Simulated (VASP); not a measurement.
# Be18H4C in VASP: further runs

One slab, Be18H4C, is run at these levels: PBEsol; tasks: single point.

Program: VASP 6.6.1. These are calculated values, not measurements. Logs are shortened: lines on timing, memory, paths and dates and some standing lists are left out, and cuts for length are marked.

## (1) The structure

The cell holds a slab with vacuum, 23 atoms: a = 4.580 Å, b = 6.870 Å, c = 16.588 Å, α = 90.00°, β = 90.00°, γ = 60.00°.

The cell was built by a generator and needn't be a form met in nature.

## (2) Single point, PBEsol

INCAR

```
SYSTEM = Be18H4C
PREC = Accurate
ENCUT = 520
EDIFF = 1E-7
ISMEAR = -1
SIGMA = 0.15
LREAL = Auto
LASPH = .True.
NELM = 60
ALGO = Fast
ISIF = 2
LWAVE = .False.
LCHARG = .False.
GGA = PS
NBANDS = 39
```

KPOINTS

```
Automatic mesh
0
Gamma
  5 4 1
  0 0 0
```

POSCAR

```
Be18H4C
1.0
    4.5800000000      0.0000000000      0.0000000000
    3.4350000000      5.9495950000      0.0000000000
    0.0000000000      0.0000000000     16.5884300000
Be C H
18 1 4
Direct
    0.0000000000      0.0000000000      0.0602829804
    0.5000000000      0.0000000000      0.0602829804
    0.0000000420      0.3333332773      0.0602829804
    0.5000000420      0.3333332773      0.0602829804
   -0.0000000420      0.6666667227      0.0602829804
    0.4999999580      0.6666667227      0.0602829804
   -0.1671851349      0.2224573269      0.1703209406
    0.3328934266      0.2224707732      0.1702985153
   -0.1671705848      0.5558265731      0.1703923156
    0.3328547868      0.5557924531      0.1703146711
   -0.1671490423      0.8891707755      0.1703067741
    0.3327883747      0.8891764902      0.1703537948
   -0.0001118617      0.0000376496      0.2803792764
    0.4999504889      0.0001026961      0.2803481101
    0.0000996938      0.3332041929      0.2803370783
    0.4999720981      0.3332963000      0.2803738509
    0.0000853906      0.6667073977      0.2803956734
    0.4998241624      0.6666626888      0.2804980339
    0.6782854265      0.6663702319      0.5092630225
    0.4308643788      0.6922553552      0.4909498970
    0.8766852139      0.5024249550      0.4871049280
    0.7147031074      0.7998028437      0.4832999868
    0.6906182472      0.6710120605      0.5752856660
```

Potentials or basis: VASP PAW PBE potentials, release 64 (Be, C, H).

Launch:

```sh
> cat potpaw_PBE.64/Be/POTCAR potpaw_PBE.64/C/POTCAR potpaw_PBE.64/H/POTCAR > POTCAR
> mpirun -np 1 vasp_std > vasp.out
```

OUTCAR:

```text
SYSTEM = Be18H4C
   PREC = Accurate
   ENCUT = 520
   EDIFF = 1E-7
   ISMEAR = -1
   LREAL = Auto
   LASPH = .True.
   NELM = 60
   ISIF = 2
   GGA = PS

 ion  position               nearest neighbor table
   1  0.000  0.000  0.060-  12 2.25  11 2.25   7 2.25   5 2.29   3 2.29   6 2.29   4 2.29   2 2.29
                             2 2.29
   2  0.500  0.000  0.060-  11 2.25   8 2.25  12 2.25   6 2.29   4 2.29   3 2.29   5 2.29   1 2.29
                             1 2.29
   3  0.000  0.333  0.060-   8 2.25   7 2.25   9 2.26   1 2.29   2 2.29   4 2.29   4 2.29   6 2.29
                             5 2.29
   4  0.500  0.333  0.060-   7 2.25   8 2.25  10 2.25   2 2.29   1 2.29   3 2.29   3 2.29   5 2.29
                             6 2.29
   5  1.000  0.667  0.060-  10 2.25  11 2.25   9 2.26   1 2.29   2 2.29   6 2.29   6 2.29   4 2.29
                             3 2.29
   6  0.500  0.667  0.060-   9 2.25  10 2.25  12 2.26   2 2.29   1 2.29   5 2.29   5 2.29   3 2.29
                             4 2.29
   7  0.833  0.222  0.170-   4 2.25  16 2.25  15 2.25   3 2.25   1 2.25  13 2.25   8 2.29  11 2.29
                            12 2.29  10 2.29   9 2.29   8 2.29
   8  0.333  0.222  0.170-   3 2.25  15 2.25   4 2.25  16 2.25   2 2.25  14 2.25   7 2.29  11 2.29
                            10 2.29  12 2.29   9 2.29   7 2.29
   9  0.833  0.556  0.170-   6 2.25  17 2.25  15 2.25  18 2.25   5 2.26   3 2.26  10 2.29  10 2.29
[... 4 lines left out ...]
                             8 2.29   9 2.29  10 2.29  12 2.29
  12  0.333  0.889  0.170-  13 2.25   1 2.25  14 2.25   2 2.25   6 2.26  18 2.26  11 2.29   7 2.29
                             8 2.29   9 2.29  10 2.29  11 2.29
  13  1.000  0.000  0.280-  12 2.25  11 2.25   7 2.25  15 2.29  14 2.29  17 2.29  16 2.29  18 2.29
                            14 2.29
  14  0.500  0.000  0.280-  11 2.25  12 2.25   8 2.25  15 2.29  16 2.29  13 2.29  13 2.29  17 2.29
                            18 2.29
  15  0.000  0.333  0.280-   8 2.25   7 2.25   9 2.25  14 2.29  13 2.29  16 2.29  16 2.29  18 2.29
                            17 2.29
  16  0.500  0.333  0.280-   7 2.25   8 2.25  10 2.26  14 2.29  13 2.29  15 2.29  18 2.29  17 2.29
                            15 2.29
  17  0.000  0.667  0.280-  10 2.25   9 2.25  11 2.26  18 2.29  13 2.29  16 2.29  14 2.29  15 2.29
                            18 2.29
  18  0.500  0.667  0.280-   9 2.25  10 2.26  12 2.26  17 2.29  16 2.29  13 2.29  14 2.29  15 2.29
                            17 2.29
  19  0.678  0.666  0.509-  23 1.10  21 1.10  20 1.10  22 1.10
  20  0.431  0.692  0.491-  19 1.10
  21  0.877  0.502  0.487-  19 1.10
  22  0.715  0.800  0.483-  19 1.10
  23  0.691  0.671  0.575-  19 1.10

  LATTYP: Found a simple monoclinic cell.
 ALAT       =     4.5800000000
 B/A-ratio  =     3.6219279476
 C/A-ratio  =     1.3228757576
 COS(beta)  =    -0.1889822219

  Lattice vectors:

 A1 = (   4.5800000000,   0.0000000000,   0.0000000000)
[... 169 lines left out ...]
   NUPDOWN=      -1.0000    fix difference up-down
   EMIN   =  10.00;   EMAX   =-10.00  energy-range for DOS
   EFERMI =   0.00;   METHOD = LEGACY
   ISMEAR =    -1;   SIGMA  =   0.15  broadening in eV -4-tet -1-fermi 0-gaus
   EFERMI_NEDOS =   21; number of points for ismear=-14 and -15
   IALGO  =     68    algorithm
   IMIX   =      4    mixing-type and parameters
     AMIX     =   0.40;   BMIX     =  1.00
     AMIX_MAG =   1.60;   BMIX_MAG =  1.00
  volume/ion in A,a.u.               =      19.65       132.63
  Fermi-wavevector in a.u.,A,eV,Ry     =   0.753077  1.423110  7.716214  0.567126
  Thomas-Fermi vector in A             =   1.850435
   LORBIT       =      0    0 simple, 1 ext, 2 COOP (PROOUT), +10 PAW based schemes
   GGA     = PS    functional components
   LHFCALC =     F    Hartree Fock is set to
   AEXX    =    0.0000 exact exchange contribution
   IVDW    =     0    specifies the selected vdW correction
   LEPSILON=     F    determine dielectric tensor
   LRPA    =     F    only Hartree local field effects (RPA)
 non-spin polarized calculation
 RMM-DIIS sequential band-by-band and
  energy-cutoff  :      520.00
  volume of cell :      452.02
 maximum number of plane-waves:     12198
 NGX is ok and might be reduce to    36
   NGX = 17   NGY = 25   NGZ = 61

 number of electron      43.9999999 magnetization

 Free energy of the ion-electron system (eV)
  ---------------------------------------------------
  ext. energy  EPLUGINS =         0.00000000
  ---------------------------------------------------
  free energy    TOTEN  =       -89.44020288 eV

  energy without entropy =      -89.06311492  energy(sigma->0) =      -89.25165890

 E-fermi :  -1.1956     XC(G=0):  -5.4028

 val. band max:       -1.2332352890   @ k =   0.0000   0.0000   0.0000
 cond. band min:      -1.1761064716   @ k =   0.4000  -0.0000   0.0000
 fundamental gap:      0.0571288174
 Fermi energy:        -1.1956042064

 k-point     1 :       0.0000    0.0000    0.0000
  band No.  band energies     occupation
      1     -12.9290      2.00000
      2     -10.7451      2.00000
      3      -8.5383      2.00000
      4      -7.5981      2.00000
      5      -7.5977      2.00000
      6      -5.4604      2.00000
[... 396 lines left out ...]
     33       4.1536      0.00000
     34       4.1616      0.00000
 [bands above 34 left out]

------------------------ aborting loop because EDIFF is reached ----------------------------------------

  FORCE on cell =-STRESS in cart. coord.  units (eV):
  Direction    XX          YY          ZZ          XY          YZ          ZX
  --------------------------------------------------------------------------------------
  -------------------------------------------------------------------------------------
  Total      -13.7484550    -13.2383263      0.2538349     -0.1480223     -0.0004374      0.0065071
  in kB      -48.7311110    -46.9229704      0.8997125     -0.5246620     -0.0015502      0.0230643
  external PRESSURE =     -31.5847896 kB  Pullay stress =       0.0000000 kB

 VOLUME and BASIS-vectors are now :
 -----------------------------------------------------------------------------
  energy-cutoff  :      520.00
  volume of cell :      452.02
      direct lattice vectors                 reciprocal lattice vectors
     4.580000000  0.000000000  0.000000000     0.218340611 -0.126059001  0.000000000
     3.435000000  5.949595000  0.000000000     0.000000000  0.168078668  0.000000000
     0.000000000  0.000000000 16.588430000     0.000000000  0.000000000  0.060282980

 POSITION                                       TOTAL-FORCE (eV/Angst)
 -----------------------------------------------------------------------------------
      0.00000      0.00000      1.00000        -0.000403      0.001718     -0.013169
      2.29000      0.00000      1.00000         0.000251     -0.000297     -0.013470
      1.14500      1.98320      1.00000        -0.000531      0.000161     -0.013413
      3.43500      1.98320      1.00000         0.000515     -0.001616     -0.013149
      6.87000      3.96640      1.00000        -0.001817     -0.000603     -0.012184
      4.58000      3.96640      1.00000         0.001758      0.000227     -0.009862
[... 15 lines left out ...]
      6.02066      4.75850      8.01719         0.018947      0.025727     -0.014688
      5.46796      3.99225      9.54309         0.002393      0.000927      0.031797
 -----------------------------------------------------------------------------------
    total drift:                               -0.001998      0.002297      0.005415

  FREE ENERGIE OF THE ION-ELECTRON SYSTEM (eV)
  ---------------------------------------------------
  free  energy   TOTEN  =       -89.4402028836 eV

  energy  without entropy=      -89.0631149224  energy(sigma->0) =      -89.25165890
```

stdout:

```text
POSCAR found type information on POSCAR BeC H
 POSCAR found :  3 types and      23 ions
 scaLAPACK will be used
 -----------------------------------------------------------------------------
|                                                                             |
|                                                                             |
|     You enforced a specific xc type in the INCAR file but a different       |
|     I HOPE YOU KNOW WHAT YOU ARE DOING!                                     |
|                                                                             |
 -----------------------------------------------------------------------------

 LDA part: xc-table for (Slater+PW92), standard interpolation
 POSCAR, INCAR and KPOINTS ok, starting setup
 FFT: planning ... GRIDC
 FFT: planning ... GRID_SOFT
 FFT: planning ... GRID
 WAVECAR not read
 entering main loop
```

Run time: 5.2 min. Hardware: 1 thread of AMD EPYC 9R14 (Zen 4), shared host; peak memory 0.54 GiB.

Results:

```yaml
Free_energy: -89.4402 eV
Largest_force: 0.037 eV/Å
Band_gap_on_the_k_mesh: none (metal or under the smearing width)
```

Forces on the atoms (eV/Å):
```
Be   0.000  0.002 -0.013
Be   0.000  0.000 -0.013
Be  -0.001  0.000 -0.013
Be   0.001 -0.002 -0.013
Be  -0.002 -0.001 -0.012
Be   0.002  0.000 -0.010
Be   0.000  0.000  0.000
Be   0.000  0.000  0.000
Be   0.000  0.000  0.000
Be   0.000  0.000  0.000
Be   0.000  0.000  0.000
Be   0.000  0.000  0.000
Be   0.000  0.000  0.012
Be   0.000  0.000  0.012
Be   0.000  0.000  0.012
Be   0.000  0.000  0.012
Be   0.000  0.000  0.012
Be   0.000  0.000  0.012
C   -0.004  0.003  0.009
H   -0.031  0.004 -0.009
H    0.014 -0.032 -0.013
H    0.019  0.026 -0.015
H    0.002  0.001  0.032
```

Caveat: the PAW data sets were made with another functional, which shifts forces and pressure a little.

## (3) Single point, PBEsol

INCAR

```
PREC     = Accurate       # precision mode
ENCUT    = 520            # plane-wave cutoff, eV
EDIFF    = 1E-6           # SCF threshold, eV
ISMEAR   = -1             # smearing method
SIGMA    = 0.15           # smearing width, eV
LREAL    = Auto         
LASPH    = True           # aspherical terms in the spheres
NELM     = 100            # most SCF steps
ALGO     = Fast           # electronic algorithm
ISIF     = 2              # what is computed and relaxed
LWAVE    = False          # write WAVECAR
LCHARG   = True           # write CHGCAR
GGA      = PS             # functional
LELF     = True           # ELF
LVHAR    = True         
NBANDS   = 39             # bands
```

KPOINTS

```
regular mesh
0
Gamma
  5 4 1
```

POSCAR

```
Be18H4C
1.0
    4.5800000000      0.0000000000      0.0000000000
    3.4350000000      5.9495950000      0.0000000000
    0.0000000000      0.0000000000     16.5884300000
Be C H
18 1 4
Direct
    0.0000000000      0.0000000000      0.0602829804
    0.5000000000      0.0000000000      0.0602829804
    0.0000000420      0.3333332773      0.0602829804
    0.5000000420      0.3333332773      0.0602829804
   -0.0000000420      0.6666667227      0.0602829804
    0.4999999580      0.6666667227      0.0602829804
   -0.1671713976      0.2224596800      0.1703235930
    0.3328952590      0.2224677478      0.1702966465
   -0.1671557624      0.5558257327      0.1703973191
    0.3328567766      0.5557932935      0.1703121995
   -0.1671327385      0.8891638843      0.1703249192
    0.3327873524      0.8891877514      0.1703369155
   -0.0000553790      0.0000383219      0.2803658936
    0.4999258230      0.0001058896      0.2803633617
    0.0000858526      0.3332072183      0.2803525108
    0.5000150708      0.3332934427      0.2803623369
    0.0001292167      0.6666949599      0.2804576443
    0.4998147665      0.6666757989      0.2804428749
    0.7614036442      0.6671971790      0.5088802256
    0.5138354117      0.6914593346      0.4916115027
    0.9599954403      0.5037149587      0.4864279501
    0.7940073054      0.8014994298      0.4822429247
    0.7774928882      0.6721433980      0.5748193771
```

Potentials or basis: VASP PAW PBE potentials, release 64 (Be, C, H).

Launch:

```sh
> cat potpaw_PBE.64/Be/POTCAR potpaw_PBE.64/C/POTCAR potpaw_PBE.64/H/POTCAR > POTCAR
> mpirun -np 1 vasp_std > vasp.out
```

OUTCAR:

```text
PREC = Accurate
   ENCUT = 520
   EDIFF = 1E-6
   ISMEAR = -1
   LREAL = Auto
   LASPH = True
   NELM = 100
   ISIF = 2
   GGA = PS

 ion  position               nearest neighbor table
   1  0.000  0.000  0.060-  12 2.25  11 2.25   7 2.25   5 2.29   3 2.29   6 2.29   4 2.29   2 2.29
                             2 2.29
   2  0.500  0.000  0.060-  11 2.25  12 2.25   8 2.25   6 2.29   4 2.29   3 2.29   5 2.29   1 2.29
                             1 2.29
[... 675 lines left out ...]
  Total      -13.7447367    -13.2350581      0.2500164     -0.1476213     -0.0005792      0.0008135
  in kB      -48.7179316    -46.9113864      0.8861780     -0.5232405     -0.0020528      0.0028833
  external PRESSURE =     -31.5810467 kB  Pullay stress =       0.0000000 kB

 VOLUME and BASIS-vectors are now :
 -----------------------------------------------------------------------------
  energy-cutoff  :      520.00
  volume of cell :      452.02
      direct lattice vectors                 reciprocal lattice vectors
     4.580000000  0.000000000  0.000000000     0.218340611 -0.126059001  0.000000000
     3.435000000  5.949595000  0.000000000     0.000000000  0.168078668  0.000000000
     0.000000000  0.000000000 16.588430000     0.000000000  0.000000000  0.060282980

 POSITION                                       TOTAL-FORCE (eV/Angst)
 -----------------------------------------------------------------------------------
      0.00000      0.00000      1.00000        -0.000234      0.002253     -0.013527
      2.29000      0.00000      1.00000         0.000563     -0.000342     -0.013265
      1.14500      1.98320      1.00000        -0.001134      0.000355     -0.013128
      3.43500      1.98320      1.00000         0.001558     -0.001276     -0.013622
      6.87000      3.96640      1.00000        -0.001620     -0.000108     -0.010707
      4.58000      3.96640      1.00000         0.001997      0.000145     -0.011488
[... 15 lines left out ...]
      6.38970      4.76860      7.99965         0.018467      0.025703     -0.015353
      5.86973      3.99898      9.53535         0.002983      0.001339      0.031074
 -----------------------------------------------------------------------------------
    total drift:                               -0.005358     -0.003087      0.008186

  FREE ENERGIE OF THE ION-ELECTRON SYSTEM (eV)
  ---------------------------------------------------
  free  energy   TOTEN  =       -89.4404539899 eV

  energy  without entropy=      -89.0633697753  energy(sigma->0) =      -89.25191188
```

OSZICAR:

```text
N       E                     dE             d eps       ncg     rms          rms(c)
DAV:   1     0.120454507337E+03    0.12045E+03   -0.14711E+04   858   0.847E+02
DAV:   2    -0.801373313751E+02   -0.20059E+03   -0.19141E+03  1144   0.166E+02
DAV:   3    -0.960306639605E+02   -0.15893E+02   -0.15644E+02  1116   0.432E+01
DAV:   4    -0.965621645700E+02   -0.53150E+00   -0.53080E+00  1100   0.840E+00
[... 12 lines left out ...]
RMM:  17    -0.894404018095E+02   -0.10550E-03   -0.52383E-05  1127   0.223E-02    0.395E-03
RMM:  18    -0.894404355560E+02   -0.33746E-04   -0.16215E-05   946   0.111E-02    0.277E-03
RMM:  19    -0.894404517199E+02   -0.16164E-04   -0.89407E-06   880   0.740E-03    0.318E-03
RMM:  20    -0.894404538037E+02   -0.20838E-05   -0.22088E-06   840   0.387E-03    0.615E-04
RMM:  21    -0.894404539899E+02   -0.18627E-06   -0.73405E-07   651   0.232E-03
   1 F= -.89440454E+02 E0= -.89251912E+02  d E =-.377084E+00
```

Wall time 4.8 min (1 thread of AMD EPYC 9R14 (Zen 4), shared host); peak memory 0.54 GiB.

What came out:

```yaml
Free_energy: -89.4405 eV
Largest_force: 0.038 eV/Å
Band_gap_on_the_k_mesh: none (metal or under the smearing width)
```

Forces in eV/Å, atoms in the order of the input:
```
Be   0.000  0.002 -0.014
Be   0.001  0.000 -0.013
Be  -0.001  0.000 -0.013
Be   0.002 -0.001 -0.014
Be  -0.002  0.000 -0.011
Be   0.002  0.000 -0.011
Be   0.000  0.000  0.000
Be   0.000  0.000  0.000
Be   0.000  0.000  0.000
Be   0.000  0.000  0.000
Be   0.000  0.000  0.000
Be   0.000  0.000  0.000
Be   0.000  0.000  0.012
Be   0.000  0.000  0.012
Be   0.000  0.000  0.012
Be   0.000  0.000  0.012
Be   0.000  0.000  0.012
Be   0.000  0.000  0.012
C   -0.008 -0.001  0.012
H   -0.031  0.004 -0.008
H    0.015 -0.033 -0.014
H    0.018  0.026 -0.015
H    0.003  0.001  0.031
```

Caveat: the PAW data sets were made with another functional, which shifts forces and pressure a little.

(Continued in part 2 of 2.)
